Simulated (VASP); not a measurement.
Consider the following.

```
CELL_PARAMETERS angstrom
      2.71718     0.00000     0.00000
     -1.35859     2.35315     0.00000
      0.00000     0.00000     4.41322
ATOMIC_POSITIONS crystal
  Be 0.33333 0.66667 0.00016
  Be 0.66667 0.33333 0.50016
  O  0.33333 0.66667 0.37734
  O  0.66667 0.33333 0.87734
```

The numbers are results of PBE GGA, VASP's PBE PAW potentials (set 64) (plane waves; VASP 6.6.1), not measurements. Settings: 400 eV cut-off, 9×9×5 Γ-centred mesh, Gaussian smearing of 0.010 eV, potentials Be O.

Problem. Give the energies of bands 3 to 10 at the high-symmetry points, in eV from the valence-band maximum.

Solution. 
```
band      Γ      M      K      A      L      H
----  -----  -----  -----  -----  -----  -----
3     -6.11  -5.61  -5.42  -3.32  -5.39  -4.31
4     -0.98  -3.99  -3.58  -3.32  -5.39  -4.31
5     -0.98  -3.31  -3.58  -0.51  -1.81  -4.31
6     -0.03  -2.57  -2.81  -0.51  -1.81  -4.31
7     -0.03  -1.92  -2.36  -0.51  -1.69  -1.25
8      0.00  -0.90  -2.36  -0.51  -1.69  -1.25
9      7.40   9.69   9.08   9.66   8.93  11.54
10    11.40  10.12  12.72   9.66   8.93  11.54
```

The gap is direct, 7.40 eV, from the valence maximum at Γ to the conduction minimum at Γ.

The structure comes from a computed database's BeO entry; how it stands against other phases isn't given here. The cell was not relaxed at this level.
